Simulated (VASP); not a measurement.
# CdTe (F-43m) in VASP: a series of runs

The runs below take CdTe through single point, with r2SCAN.

All numbers are computed with VASP 6.6.1; they aren't measurements. Logs are shortened: lines on timing, memory, paths and dates and some standing lists are left out, and cuts for length are marked.

**What was measured.**

From a printed reference work, data compilation, for a bulk crystal of CdTe at 0 K: band gap 1.607 eV.

How close the calculation comes is told below.

**1. The cell of the first run**

Symmetry: F-43m, No. 216, cubic system. The conventional cell has a = 6.301 Å, b = 6.301 Å, c = 6.301 Å, α = 90.00°, β = 90.00°, γ = 90.00°. Cd (site symmetry -43m) has 4 Te at 2.73 Å within 3.6 Å. Within 3.6 Å of Te (site symmetry -43m) lie 4 Cd at 2.73 Å.

**2. Single point, r2SCAN**

File POSCAR:

```
CdTe
1.0
    0.0000000000      3.1506674698      3.1506674698
    3.1506674698      0.0000000000      3.1506674698
    3.1506674698      3.1506674698      0.0000000000
Cd Te
1 1
Direct
    0.0000000000      0.0000000000      0.0000000000
    0.2500000000      0.2500000000      0.2500000000
```

File INCAR.step1:

```
ALGO = Normal ; EDIFF = 1E-5
ENCUT = 550 ; GGA = PE
GGA_COMPAT = F ; ISMEAR = 0
LASPH = T ; LCHARG = F
LREAL = F ; LWAVE = T
NBANDS = 16 ; NELM = 120
PREC = Accurate ; SIGMA = 0.01
```

File INCAR.step2:

```
ALGO = Normal ; EDIFF = 1E-6
ENCUT = 550 ; GGA_COMPAT = F
ISIF = 2 ; ISMEAR = 0
ISTART = 1 ; LASPH = T
LCHARG = F ; LMIXTAU = T
LREAL = F ; LWAVE = F
METAGGA = R2SCAN ; NBANDS = 16
NELM = 120 ; PREC = Accurate
SIGMA = 0.01
```

File KPOINTS:

```
k-points
0
Gamma
  6 6 6
```

Potentials or basis: VASP PAW PBE potentials, release 64 (Cd, Te).

Command:

```console
> cat potpaw_PBE.64/Cd/POTCAR potpaw_PBE.64/Te/POTCAR > POTCAR
> cp INCAR.step1 INCAR
> mpirun -np 1 vasp_std > vasp.out
> cp INCAR.step2 INCAR
> mpirun -np 1 vasp_std > vasp.out
```

OUTCAR:

```text
EDIFF = 1E-6
   ENCUT = 550
   ISIF = 2
   ISMEAR = 0
   ISTART = 1
   LASPH = T
   LREAL = F
   METAGGA = R2SCAN
   NELM = 120
   PREC = Accurate

 ion  position               nearest neighbor table
   1  0.000  0.000  0.000-   2 2.73   2 2.73   2 2.73   2 2.73
   2  0.250  0.250  0.250-   1 2.73   1 2.73   1 2.73   1 2.73

  LATTYP: Found a face centered cubic cell.
 ALAT       =     6.3013349396

  Lattice vectors:

 A1 = (   0.0000000000,   3.1506674698,   3.1506674698)
 A2 = (   3.1506674698,   0.0000000000,   3.1506674698)
 A3 = (   3.1506674698,   3.1506674698,   0.0000000000)

Analysis of symmetry for initial positions (statically):
=====================================================================
 Subroutine PRICEL returns:
 Original cell was already a primitive cell.

 Routine SETGRP: Setting up the symmetry group for a
 face centered cubic supercell.

 Subroutine GETGRP returns: Found 24 space group operations
 (whereof 24 operations were pure point group operations)
 out of a pool of 48 trial point group operations.

The static configuration has the point symmetry T_d .

Analysis of symmetry for dynamics (positions and initial velocities):
=====================================================================
 Subroutine PRICEL returns:
 Original cell was already a primitive cell.

 Routine SETGRP: Setting up the symmetry group for a
 face centered cubic supercell.

 Subroutine GETGRP returns: Found 24 space group operations
 (whereof 24 operations were pure point group operations)
 out of a pool of 48 trial point group operations.

The dynamic configuration has the point symmetry T_d .

 Subroutine INISYM returns: Found 24 space group operations
 (whereof 24 operations are pure point group operations),
 and found     1 'primitive' translations

----------------------------------------------------------------------------------------

                                     Primitive cell

  volume of cell :      62.5515

  direct lattice vectors                    reciprocal lattice vectors
     0.000000000  3.150667470  3.150667470    -0.158696532  0.158696532  0.158696532
     3.150667470  0.000000000  3.150667470     0.158696532 -0.158696532  0.158696532
     3.150667470  3.150667470  0.000000000     0.158696532  0.158696532 -0.158696532

  length of vectors
     4.455716666  4.455716666  4.455716666     0.274870456  0.274870456  0.274870456

  position of ions in fractional coordinates (direct lattice)
     0.000000000  0.000000000  0.000000000
     0.250000000  0.250000000  0.250000000

  ion indices of the primitive-cell ions
   primitive index   ion index
                 1           1
                 2           2

----------------------------------------------------------------------------------------

 KPOINTS: k-points

Automatic generation of k-mesh.
 Grid dimensions read from file:
 generate k-points for:    6    6    6

 Generating k-lattice:

  Cartesian coordinates                     Fractional coordinates (reciprocal lattice)
    -0.026449422  0.026449422  0.026449422     0.166666667  0.000000000  0.000000000
     0.026449422 -0.026449422  0.026449422     0.000000000  0.166666667  0.000000000
     0.026449422  0.026449422 -0.026449422     0.000000000  0.000000000  0.166666667

  Length of vectors
     0.045811743  0.045811743  0.045811743

  Shift w.r.t. Gamma in fractional coordinates (k-lattice)
     0.000000000  0.000000000  0.000000000

 Subroutine IBZKPT returns following result:
 ===========================================

 Found     16 irreducible k-points:

 Following reciprocal coordinates:
            Coordinates               Weight
  0.000000  0.000000  0.000000      1.000000
  0.166667  0.000000  0.000000      8.000000
  0.333333  0.000000  0.000000      8.000000
  0.500000  0.000000  0.000000      4.000000
  0.166667  0.166667  0.000000      6.000000
  0.333333  0.166667  0.000000     24.000000
[... 8 lines left out ...]
 -0.333333  0.333333  0.166667     24.000000
 -0.333333  0.500000  0.166667     12.000000
   k-points           NKPTS =     16   k-points in BZ     NKDIM =     16   number of bands    NBANDS=     16
   number of dos      NEDOS =    301   number of ions     NIONS =      2
   total plane-waves  NPLWV =  46656
   dimension x,y,z NGX =    36 NGY =   36 NGZ =   36
   dimension x,y,z NGXF=    72 NGYF=   72 NGZF=   72
   ions per type =               1   1
   NGX,Y,Z   is equivalent  to a cutoff of  13.43, 13.43, 13.43 a.u.
   NGXF,Y,Z  is equivalent  to a cutoff of  26.86, 26.86, 26.86 a.u.
 SYSTEM =  unknown system
   PREC   = accura    normal or accurate (medium, high low for compatibility)
   ISTART =      1    job   : 0-new  1-cont  2-samecut
   ICHARG =      0    charge: 1-file 2-atom 10-const
   ISPIN  =      1    spin polarized calculation?
   LNONCOLLINEAR =      F non collinear calculations
   LSORBIT =      F    spin-orbit coupling
   LASPH  =      T    aspherical Exc in radial PAW
   ENCUT  =  550.0 eV  40.42 Ry    6.36 a.u.   8.52  8.52  8.52*2*pi/ulx,y,z
   NELM   =    120;   NELMIN=  2; NELMDL=  0     # of ELM steps
   EDIFF  = 0.1E-05   stopping-criterion for ELM
   LREAL  =      F    real-space projection
   EDIFFG = 0.1E-04   stopping-criterion for IOM
   NSW    =      0    number of steps for IOM
   IBRION =     -1    ionic relax: 0-MD 1-quasi-New 2-CG
   NFREE  =      0    steps in history (QN), initial steepest desc. (CG)
   ISIF   =      2    stress and relaxation
   ISYM   =      2    0-nonsym 1-usesym 2-fastsym
   POTIM  = 0.5000    time-step for ionic-motion
   TEBEG  =    0.0;   TEEND  =   0.0 temperature during run
   PSTRESS=    0.0 pullay stress
   NELECT =      18.0000    total number of electrons
   NUPDOWN=      -1.0000    fix difference up-down
   EMIN   =  10.00;   EMAX   =-10.00  energy-range for DOS
   EFERMI =   0.00;   METHOD = LEGACY
   ISMEAR =     0;   SIGMA  =   0.01  broadening in eV -4-tet -1-fermi 0-gaus
   EFERMI_NEDOS =   21; number of points for ismear=-14 and -15
   IALGO  =     38    algorithm
   IMIX   =      4    mixing-type and parameters
     AMIX     =   0.40;   BMIX     =  1.00
     AMIX_MAG =   1.60;   BMIX_MAG =  1.00
  volume/ion in A,a.u.               =      31.28       211.06
  Fermi-wavevector in a.u.,A,eV,Ry     =   1.080819  2.042452 15.893923  1.168170
  Thomas-Fermi vector in A             =   2.216820
   LORBIT       =      0    0 simple, 1 ext, 2 COOP (PROOUT), +10 PAW based schemes
   METAGGA = R2SCAN    functional components
   LHFCALC =     F    Hartree Fock is set to
   AEXX    =    0.0000 exact exchange contribution
   IVDW    =     0    specifies the selected vdW correction
   LEPSILON=     F    determine dielectric tensor
   LRPA    =     F    only Hartree local field effects (RPA)
 non-spin polarized calculation
 Gauss-broadening in eV      SIGMA  =   0.01
  energy-cutoff  :      550.00
  volume of cell :       62.55
 maximum number of plane-waves:      1853
 NGX is ok and might be reduce to    36
   NGX = 17   NGY = 17   NGZ = 17

 number of electron      18.0000004 magnetization

 Free energy of the ion-electron system (eV)
  ---------------------------------------------------
  ext. energy  EPLUGINS =         0.00000000
  ---------------------------------------------------
  free energy    TOTEN  =       -46.49272707 eV

  energy without entropy =      -46.49272707  energy(sigma->0) =      -46.49272707

 E-fermi :   3.0094     XC(G=0):  -9.5040

 val. band max:        2.9251680432   @ k =   0.0000   0.0000   0.0000
 cond. band min:       4.4793903744   @ k =   0.0000   0.0000   0.0000
 fundamental gap:      1.5542223311
 Fermi energy:         3.0093681353

 k-point     1 :       0.0000    0.0000    0.0000
  band No.  band energies     occupation
      1      -9.1507      2.00000
      2      -5.9733      2.00000
      3      -5.9733      2.00000
      4      -5.9733      2.00000
      5      -5.6143      2.00000
      6      -5.6143      2.00000
[... 8 lines left out ...]
     15      12.8946      0.00000
     16      12.8946      0.00000

 k-point     2 :       0.1667    0.0000    0.0000
  band No.  band energies     occupation
      1      -9.0259      2.00000
      2      -5.9481      2.00000
      3      -5.9481      2.00000
      4      -5.8748      2.00000
      5      -5.6161      2.00000
      6      -5.6160      2.00000
[... 8 lines left out ...]
     15      11.8841      0.00000
     16      11.9689      0.00000

 k-point     3 :       0.3333    0.0000    0.0000
  band No.  band energies     occupation
      1      -8.7759      2.00000
      2      -5.9042      2.00000
      3      -5.9042      2.00000
      4      -5.6110      2.00000
      5      -5.6110      2.00000
      6      -5.5189      2.00000
[... 8 lines left out ...]
     15      12.4012      0.00000
     16      12.4012      0.00000

 k-point     4 :       0.5000    0.0000    0.0000
  band No.  band energies     occupation
      1      -8.6541      2.00000
      2      -5.8869      2.00000
      3      -5.8869      2.00000
      4      -5.6028      2.00000
      5      -5.6028      2.00000
      6      -5.1643      2.00000
[... 8 lines left out ...]
     15      14.0284      0.00000
     16      14.0284      0.00000
[... 172 lines left out ...]
 k-point    14 :       0.5000    0.3333    0.1667
  band No.  band energies     occupation
      1      -8.6188      2.00000
      2      -5.8426      2.00000
      3      -5.8341      2.00000
      4      -5.6754      2.00000
      5      -5.5982      2.00000
      6      -5.2308      2.00000
[... 8 lines left out ...]
     15      14.1463      0.00000
     16      15.2490      0.00000

 k-point    15 :      -0.3333    0.3333    0.1667
  band No.  band energies     occupation
      1      -8.5430      2.00000
      2      -5.8315      2.00000
      3      -5.8139      2.00000
      4      -5.6487      2.00000
      5      -5.6122      2.00000
      6      -4.9615      2.00000
[... 8 lines left out ...]
     15      14.3162      0.00000
     16      15.0705      0.00000

 k-point    16 :      -0.3333    0.5000    0.1667
  band No.  band energies     occupation
      1      -8.5060      2.00000
      2      -5.7988      2.00000
      3      -5.7890      2.00000
      4      -5.6819      2.00000
      5      -5.5987      2.00000
      6      -4.8926      2.00000
[... 8 lines left out ...]
     15      14.9179      0.00000
     16      15.3128      0.00000

------------------------ aborting loop because EDIFF is reached ----------------------------------------

  FORCE on cell =-STRESS in cart. coord.  units (eV):
  Direction    XX          YY          ZZ          XY          YZ          ZX
  --------------------------------------------------------------------------------------
  -------------------------------------------------------------------------------------
  Total        2.5571186      2.5571186      2.5571186     -0.0000000      0.0000000      0.0000000
  in kB       65.4973537     65.4973537     65.4973537     -0.0000000      0.0000000      0.0000000
  external PRESSURE =      65.4973537 kB  Pullay stress =       0.0000000 kB

 VOLUME and BASIS-vectors are now :
 -----------------------------------------------------------------------------
  energy-cutoff  :      550.00
  volume of cell :       62.55
      direct lattice vectors                 reciprocal lattice vectors
     0.000000000  3.150667470  3.150667470    -0.158696532  0.158696532  0.158696532
     3.150667470  0.000000000  3.150667470     0.158696532 -0.158696532  0.158696532
     3.150667470  3.150667470  0.000000000     0.158696532  0.158696532 -0.158696532

 POSITION                                       TOTAL-FORCE (eV/Angst)
 -----------------------------------------------------------------------------------
      0.00000      0.00000      0.00000        -0.000000     -0.000000     -0.000000
      1.57533      1.57533      1.57533         0.000000      0.000000      0.000000
 -----------------------------------------------------------------------------------
    total drift:                                0.000000      0.000000      0.000000

  FREE ENERGIE OF THE ION-ELECTRON SYSTEM (eV)
  ---------------------------------------------------
  free  energy   TOTEN  =       -46.4927270687 eV

  energy  without entropy=      -46.4927270687  energy(sigma->0) =      -46.49272707
```

It took 31 s on 1 thread of Intel Xeon 6975P-C (Granite Rapids), shared host; peak memory 0.21 GiB.

What came out:

```yaml
Free_energy: -46.4927 eV
Pressure: 6.5 GPa
Band_gap_on_the_k_mesh: 1.55 eV
```

Caveat: the cell stands under pressure; the PAW data sets were made with another functional, which shifts forces and pressure a little; spin-orbit coupling is left out, which moves the levels of the heavy elements.

**3. Single point, r2SCAN**

This run uses another cell than the first one, of 32.26 Å³/atom.

File POSCAR:

```
CdTe
1.0
    0.0000000000      3.1834892848      3.1834892848
    3.1834892848      0.0000000000      3.1834892848
    3.1834892848      3.1834892848      0.0000000000
Cd Te
1 1
Direct
    0.0000000000      0.0000000000      0.0000000000
    0.2500000000      0.2500000000      0.2500000000
```

File INCAR.step1:

```
PREC     = Accurate       # precision mode
ENCUT    = 550            # plane-wave cutoff, eV
ISMEAR   = 0              # smearing method
SIGMA    = 0.01           # smearing width, eV
LREAL    = False          # projectors in reciprocal space
LASPH    = True           # aspherical terms in the spheres
NELM     = 120            # most SCF steps
NBANDS   = 16             # bands
GGA      = PE             # functional
ALGO     = Normal         # electronic algorithm
EDIFF    = 1E-5           # SCF threshold, eV
LWAVE    = True           # write WAVECAR
LCHARG   = False          # write CHGCAR
GGA_COMPAT= False
```

File INCAR.step2:

```
PREC     = Accurate       # precision mode
ENCUT    = 550            # plane-wave cutoff, eV
EDIFF    = 1E-6           # SCF threshold, eV
ISMEAR   = 0              # smearing method
SIGMA    = 0.01           # smearing width, eV
LREAL    = False          # projectors in reciprocal space
LASPH    = True           # aspherical terms in the spheres
NELM     = 120            # most SCF steps
ALGO     = Normal         # electronic algorithm
ISIF     = 2              # what is computed and relaxed
LWAVE    = False          # write WAVECAR
LCHARG   = False          # write CHGCAR
METAGGA  = R2SCAN         # meta-GGA
LMIXTAU  = True         
NBANDS   = 16             # bands
ISTART   = 1            
GGA_COMPAT= False
```

File KPOINTS:

```
Automatic mesh
0
Gamma
  6 6 6
```

Potentials or basis: VASP PAW PBE potentials, release 64 (Cd, Te).

Command:

```console
> cat potpaw_PBE.64/Cd/POTCAR potpaw_PBE.64/Te/POTCAR > POTCAR
> cp INCAR.step1 INCAR
> mpirun -np 1 vasp_std > vasp.out
> cp INCAR.step2 INCAR
> mpirun -np 1 vasp_std > vasp.out
```

OUTCAR:

```text
PREC = Accurate
   ENCUT = 550
   EDIFF = 1E-6
   ISMEAR = 0
   LREAL = False
   LASPH = True
   NELM = 120
   ISIF = 2
   METAGGA = R2SCAN
   ISTART = 1

 ion  position               nearest neighbor table
   1  0.000  0.000  0.000-   2 2.76   2 2.76   2 2.76   2 2.76
   2  0.250  0.250  0.250-   1 2.76   1 2.76   1 2.76   1 2.76

  LATTYP: Found a face centered cubic cell.
 ALAT       =     6.3669785696

  Lattice vectors:

 A1 = (   0.0000000000,   3.1834892848,   3.1834892848)
[... 480 lines left out ...]
------------------------ aborting loop because EDIFF is reached ----------------------------------------

  FORCE on cell =-STRESS in cart. coord.  units (eV):
  Direction    XX          YY          ZZ          XY          YZ          ZX
  --------------------------------------------------------------------------------------
  -------------------------------------------------------------------------------------
  Total        1.8297117      1.8297117      1.8297117      0.0000000      0.0000000      0.0000000
  in kB       45.4310820     45.4310820     45.4310820      0.0000000      0.0000000      0.0000000
  external PRESSURE =      45.4310820 kB  Pullay stress =       0.0000000 kB

 VOLUME and BASIS-vectors are now :
 -----------------------------------------------------------------------------
  energy-cutoff  :      550.00
  volume of cell :       64.53
      direct lattice vectors                 reciprocal lattice vectors
     0.000000000  3.183489285  3.183489285    -0.157060368  0.157060368  0.157060368
     3.183489285  0.000000000  3.183489285     0.157060368 -0.157060368  0.157060368
     3.183489285  3.183489285  0.000000000     0.157060368  0.157060368 -0.157060368

 POSITION                                       TOTAL-FORCE (eV/Angst)
 -----------------------------------------------------------------------------------
      0.00000      0.00000      0.00000         0.000000     -0.000000     -0.000000
      1.59174      1.59174      1.59174         0.000000      0.000000      0.000000
 -----------------------------------------------------------------------------------
    total drift:                                0.000000      0.000000      0.000000

  FREE ENERGIE OF THE ION-ELECTRON SYSTEM (eV)
  ---------------------------------------------------
  free  energy   TOTEN  =       -46.5609363659 eV

  energy  without entropy=      -46.5609363659  energy(sigma->0) =      -46.56093637
```

OUTCAR.step1:

```text
PREC = Accurate
   ENCUT = 550
   ISMEAR = 0
   LREAL = False
   LASPH = True
[... 515 lines left out ...]
      0.00000      0.00000      0.00000        -0.000000     -0.000000     -0.000000
      1.59174      1.59174      1.59174         0.000000      0.000000      0.000000
 -----------------------------------------------------------------------------------
    total drift:                                0.000000      0.000000      0.000000

  FREE ENERGIE OF THE ION-ELECTRON SYSTEM (eV)
  ---------------------------------------------------
  free  energy   TOTEN  =        -4.6799619872 eV

  energy  without entropy=       -4.6799619872  energy(sigma->0) =       -4.67996199
```

Run time: 31 s. Hardware: 1 thread of Intel Xeon 6975P-C (Granite Rapids), shared host; peak memory 0.22 GiB.

What came out:

```yaml
Free_energy: -46.5609 eV
Pressure: 4.5 GPa
Band_gap_on_the_k_mesh: 1.45 eV
```

Levels at points of the mesh, in eV from the valence-band top:
| k point | band 6 | band 7 | band 8 | band 9 | band 10 | band 11 | band 12 | band 13 |
| --- | --- | --- | --- | --- | --- | --- | --- | --- |
| (0.00, 0.00, 0.00) | -8.43 | 0.00 | 0.00 | 0.00 | 1.45 | 4.98 | 4.98 | 4.98 |
| (0.50, 0.00, 0.00) | -8.01 | -4.83 | -0.88 | -0.88 | 2.29 | 5.55 | 5.55 | 7.45 |
| (0.50, 0.50, 0.00) | -7.84 | -4.64 | -2.11 | -2.11 | 2.76 | 2.96 | 9.80 | 10.10 |

Caveat: the cell stands under pressure; the PAW data sets were made with another functional, which shifts forces and pressure a little; spin-orbit coupling is left out, which moves the levels of the heavy elements. r2SCAN opens gaps a little over a GGA but as a rule still falls short of measured ones.

(Continued in part 2 of 2.)
